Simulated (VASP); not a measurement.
# YN (Fm-3m) in VASP: settings compared, part 2 of 2

VASP 6.6.1.

### 4 Relaxation of cell and atoms, PBE

File INCAR:

```
  PREC = Accurate
  ENCUT = 600
  EDIFF = 1E-7
  ISMEAR = 0
  SIGMA = 0.1
  LREAL = False
  LASPH = True
  NELM = 60
  ALGO = Normal
  ISIF = 3
  LWAVE = False
  LCHARG = False
  GGA = PE
  IBRION = 2
  NSW = 90
  EDIFFG = -0.005
```

File KPOINTS:

```
regular mesh
0
Gamma
  12 12 12
```

File POSCAR:

```
YN
1.0
    0.0000000000      2.4483614500      2.4483614500
    2.4483614500      0.0000000000      2.4483614500
    2.4483614500      2.4483614500      0.0000000000
Y N
1 1
Direct
    0.0000000000      0.0000000000      0.0000000000
    0.5000000000      0.5000000000      0.5000000000
```

Potentials or basis: VASP PAW PBE potentials, release 64 (Y_sv, N).

Command:

```sh
$ cat potpaw_PBE.64/Y_sv/POTCAR potpaw_PBE.64/N/POTCAR > POTCAR
$ mpirun -np 1 vasp_std > vasp.out
```

OUTCAR:

```text
PREC = Accurate
   ENCUT = 600
   EDIFF = 1E-7
   ISMEAR = 0
   LREAL = False
   LASPH = True
   NELM = 60
   ISIF = 3
   GGA = PE
   IBRION = 2
   NSW = 90
   EDIFFG = -0.005

 ion  position               nearest neighbor table
   1  0.000  0.000  0.000-   2 2.45   2 2.45   2 2.45   2 2.45   2 2.45   2 2.45
   2  0.500  0.500  0.500-   1 2.45   1 2.45   1 2.45   1 2.45   1 2.45   1 2.45

  LATTYP: Found a face centered cubic cell.
 ALAT       =     4.8967229000

  Lattice vectors:

 A1 = (   0.0000000000,   2.4483614500,   2.4483614500)
 A2 = (   2.4483614500,   0.0000000000,   2.4483614500)
 A3 = (   2.4483614500,   2.4483614500,   0.0000000000)

Analysis of symmetry for initial positions (statically):
=====================================================================
 Subroutine PRICEL returns:
 Original cell was already a primitive cell.
[... 269 lines left out ...]
      6       4.0993      1.85370
      7       4.0993      1.85370
      8       4.0993      1.85370
      9       7.2283      0.00000
     10       7.2283      0.00000
     11       7.2283      0.00000
     12       8.1734      0.00000
[... 331 lines left out ...]
 k-point    24 :      -0.4167    0.1667    0.0000
  band No.  band energies     occupation
      1     -36.6423      2.00000
      2     -17.3846      2.00000
      3     -16.6800      2.00000
      4     -16.5356      2.00000
      5      -7.3334      2.00000
      6       0.5827      2.00000
      7       2.0726      2.00000
      8       2.1784      2.00000
      9       8.9590      0.00000
     10       9.4161      0.00000
     11      10.2817      0.00000
     12      12.0926      0.00000

 [... further k-points ...]

------------------------ aborting loop because EDIFF is reached ----------------------------------------

  FORCE on cell =-STRESS in cart. coord.  units (eV):
  Direction    XX          YY          ZZ          XY          YZ          ZX
  --------------------------------------------------------------------------------------
  -------------------------------------------------------------------------------------
  Total        0.0013653      0.0013653      0.0013653     -0.0000000      0.0000000     -0.0000000
  in kB        0.0742256      0.0742256      0.0742256     -0.0000000      0.0000000     -0.0000000
  external PRESSURE =       0.0742256 kB  Pullay stress =       0.0000000 kB
[... 17 lines left out ...]
  FREE ENERGIE OF THE ION-ELECTRON SYSTEM (eV)
  ---------------------------------------------------
  free  energy   TOTEN  =       -18.2306392055 eV

  energy  without entropy=      -18.2305692164  energy(sigma->0) =      -18.23060421

 reached required accuracy - stopping structural energy minimisation
```

OSZICAR:

```text
N       E                     dE             d eps       ncg     rms          rms(c)
DAV:   1     0.633191964350E+02    0.63319E+02   -0.96466E+03  1728   0.150E+03
DAV:   2    -0.179936485670E+02   -0.81313E+02   -0.74062E+02  2284   0.276E+02
DAV:   3    -0.218092661757E+02   -0.38156E+01   -0.37780E+01  2248   0.540E+01
[... 30 lines left out ...]
DAV:   3    -0.182305574328E+02    0.33482E-03   -0.18611E-03  2684   0.289E-01    0.202E-01
DAV:   4    -0.182305728016E+02   -0.15369E-04   -0.13360E-04  2452   0.889E-02    0.135E-01
DAV:   5    -0.182306357949E+02   -0.62993E-04   -0.72734E-05  2824   0.506E-02    0.136E-02
DAV:   6    -0.182306371227E+02   -0.13278E-05   -0.10256E-05  2612   0.239E-02    0.131E-02
DAV:   7    -0.182306392972E+02   -0.21745E-05   -0.14014E-06  2248   0.123E-02    0.110E-03
DAV:   8    -0.182306392055E+02    0.91684E-07   -0.13146E-07  1624   0.284E-03
   3 F= -.18230639E+02 E0= -.18230604E+02  d E =-.234810E-03
```

Wall time 50 s (1 thread of AMD EPYC 9R45 (Zen 5), shared host); peak memory 0.17 GiB.

Results:

```
Free energy                            : -18.2306 eV
Relaxed volume                         : 14.74 Å³/atom
Relaxed cell                           : a = 3.467 Å, b = 3.467 Å, c = 3.467 Å, α = 60.00°, β = 60.00°, γ = 60.00°
Space group after relaxing (to 0.05 Å) : Fm-3m (No. 225)
Energy gained by relaxing              : 0.1 meV/atom
Ionic steps                            : 3
Pressure after relaxing                : 0.0 GPa
Band gap on the k mesh                 : 0.21 eV, indirect (least direct gap 0.60 eV)
```

Step by step:
```tsv
step	energy change (eV)	largest force (eV/Å)	pressure (GPa)	volume (Å³)
1	0.0000	0.0000	0.64	29.35
2	0.0001	0.0000	-0.71	29.60
3	-0.0002	0.0000	0.01	29.47
```

Final structure:
```xyz
2
Lattice="0.0000 2.4516 2.4516 2.4516 0.0000 2.4516 2.4516 2.4516 0.0000" Properties=species:S:1:pos:R:3 pbc="T T T"
Y     0.0000    0.0000    0.0000
N     2.4516    2.4516    2.4516
```

A k mesh can miss the band edges. A hybrid or GW would open this gap; PBE tends to underestimate it.

### 5 The runs side by side

| level | potentials or basis | gap on the mesh (eV) | pressure (GPa) | relaxed volume (Å³/atom) |
| --- | --- | --- | --- | --- |
| PBEsol | VASP PAW PBE potentials, release 64 (Y_sv, N) | 0.07 | 0.0 | 14.30 |
| LDA | VASP PAW LDA potentials, release 64 (Y_sv, N) | 0.01 | 0.0 | 14.00 |
| PBE | VASP PAW PBE potentials, release 64 (Y_sv, N) | 0.21 | 0.0 | 14.74 |

Alike in all rows: task relaxation of cell and atoms; no spin polarisation; cell relaxed; k mesh 12 × 12 × 12; cutoff (eV) 600; smearing gaussian 0.1 eV.

Caveats: the PAW data sets were made with another functional, which shifts forces and pressure a little (some runs).

Absolute energies hang on the potentials; compare differences alone.
